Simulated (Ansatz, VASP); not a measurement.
# PtS2 in VASP and in Ansatz

```
Pt S
1.0
     0.00000    2.98571    2.98571
     2.98571    0.00000    2.98571
     2.98571    2.98571    0.00000
Pt S
1 2
Direct
  0.00000 0.00000 0.00000
  0.25000 0.25000 0.25000
  0.75000 0.75000 0.75000
```

Alike in both runs: task electric field gradients; functional PBE; k mesh 11 × 11 × 11; occupations fermi-dirac, width 0.05 eV; no spin polarisation.

|  | VASP | Ansatz |
| --- | --- | --- |
| version | VASP 6.6.1 | Ansatz 0.2.0 |
| potentials or method | VASP PAW PBE potentials, release 64 (Pt, S) | PAW with Ansatz's default frozen-core files, scalar-relativistic |
| plane-wave cutoff (eV) | 520 | 420 |
| valence electrons in the cell | 22 | 30 |

Ansatz gave:

```
pressure (GPa)                                                 : 0.0
Vzz of the field gradient on the site that differs most (V/Å²) : 0.0
```

What did VASP give for the same quantities?

Pressure (GPa): -0.2; Vzz of the field gradient on the site that differs most (V/Å²): 0.0.

The two sets of potentials don't hold the same shells in valence. Ansatz warned: «gradients_without_spin_orbit».

Spin-orbit coupling is left out, which matters for the levels of Pt.
